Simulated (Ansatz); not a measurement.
# BeTe: a trial structure relaxed

The task: take a trial cell of BeTe to zero force and stress.

Method: DFT PBE, scalar-relativistic, plane waves, PAW, in Ansatz 0.2.0.

## 1. The structure to begin with

The structure is tetragonal, space group P4/nmm (No. 129). Conventional cell: a = 4.384 Å, b = 4.384 Å, c = 4.340 Å, α = 90.00°, β = 90.00°, γ = 90.00°. Around Be (site symmetry -4m2) lie 4 Te at 2.79 Å and 4 Be at 3.10 Å. Te (site symmetry 4mm) has 4 Be at 2.79 Å as nearest neighbours.

As a file:

```xyz
4
Lattice="4.3842 0.0000 0.0000 0.0000 4.3842 0.0000 0.0000 0.0000 4.3397" Properties=species:S:1:pos:R:3 pbc="T T T"
Be    0.0000    0.0000    2.1699
Be    2.1921    2.1921    2.1699
Te    2.1921    0.0000    3.8934
Te    0.0000    2.1921    0.4464
```

The cell is invented: random cell by space group and Wyckoff sites (P4/nmm, No. 129). Its size is a rough estimate.

## 2. The guess as it stands, on a coarse mesh

Contents of input.yaml:

```yaml
crystal:
  lattice:
    - [4.38421443, 0.0, 0.0]
    - [0.0, 4.38421443, 0.0]
    - [0.0, 0.0, 4.33974959]
  atoms:
    - { symbol: Be, position: [0.0, 0.0, 0.5] }
    - { symbol: Be, position: [0.5, 0.5, 0.5] }
    - { symbol: Te, position: [0.5, 0.0, 0.89713725] }
    - { symbol: Te, position: [0.0, 0.5, 0.10286275] }
basis:
  ecutwfc: 420
kpoints:
  mp_grid: { grid: [4, 4, 4] }
hamiltonian:
  xc: pbe
scf:
  occupations: { method: gaussian, width: 0.1 }
  lower_state_search: "off"
output:
  forces: true
  stress: true
  eigenvalues: true
```

The run is started by

```console
$ ansatz run input.yaml --threads 1 --pin off --max-ram 2560MiB --backend cpu --events-out ev --progress --plain --runs-dir out
```

The session goes on with these runs: coarse relaxation; relaxation on the finer mesh.

Before running it: what results should come out? Wanted: conventional cell; volume; energy over the elements; gap on the mesh.

As calculated:

| quantity | value |
| --- | --- |
| symmetry at the end (tolerance 0.02 Å) | space group P4/nmm (No. 129) |
| conventional cell | a = 3.912 Å, b = 3.912 Å, c = 7.426 Å, α = 90.00°, β = 90.00°, γ = 90.00° |
| volume | 28.41 Å³/atom |
| energy over the elements | -0.27 eV/atom |
| gap on the mesh | 2.12 eV |

**Reading.** The space group P4/nmm (No. 129) is kept, and the volume per atom grows by 36.2 % from the first guess. A negative formation energy is needed for stability but isn't enough; other structures and compounds were not set against it here. No finished test with a distortion of lower symmetry is shown, so the end may be a saddle point. Spin-orbit coupling is left out, which matters for the bands of Te. Layers here are held mostly by dispersion, which this level lacks, so their spacing and the stiffness across them are unreliable there.
